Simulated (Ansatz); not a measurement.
Relaxed bulk SnS₂:

```cif
data_structure
_symmetry_space_group_name_H-M 'P-3m1'
_symmetry_Int_Tables_number 164
_cell_length_a 3.6513
_cell_length_b 3.6513
_cell_length_c 6.0589
_cell_angle_alpha 90.000
_cell_angle_beta 90.000
_cell_angle_gamma 120.000
_cell_volume 69.96
loop_
_atom_site_label
_atom_site_type_symbol
_atom_site_symmetry_multiplicity
_atom_site_Wyckoff_symbol
_atom_site_fract_x
_atom_site_fract_y
_atom_site_fract_z
_atom_site_occupancy
Sn1 Sn 1 a 0.00000 0.00000 0.00000 1
S1 S 2 d 0.66667 0.33333 0.24324 1
```

Miller indices refer to the conventional cell of P-3m1 (No. 164), a = 3.651 Å, b = 3.651 Å, c = 6.059 Å, α = 90.00°, β = 90.00°, γ = 120.00°. The bulk's gap is 1.41 eV.

Level of theory: Ansatz, DFT PBEsol, scalar-relativistic, plane waves, PAW. Cutoff 420 eV, Gaussian smearing of 0.05 eV, no spin polarisation. A dipole correction acts along the normal.

The slab isn't stoichiometric, so its surface energy depends on the chemical potentials; it is given with the excess atoms taken from the element's standard state, a limit at which the compound may itself be unstable, so the figure can be too low. Relaxation also shears the slab as a whole, so part of the moves and of the energy gained belongs to the bulk, not to the surface.

A relaxed slab with low-index faces, about a nanometre thick, has these properties:

- Surface energy with the excess atoms taken from the elements: 0.06 J/m²
- Gap of the slab on the mesh: 1.58 eV
- Bulk valence band top under the vacuum level: 5.55 eV
- Bulk conduction band bottom under the vacuum level: 4.14 eV

**Question.** Which low-index plane was cut, and which atoms end it?

**Answer.** The (100) plane, with Sn in the top plane and Sn in the bottom one as cut, before relaxation. The planes from bottom to top: Sn, S, S, Sn, S, S, Sn, S, S, Sn.

An odd mesh misses points on the zone edge, so a gap read on it can be too wide. Each cell of SnS2 holds layers, and where no dispersion correction was added their binding is poorly described.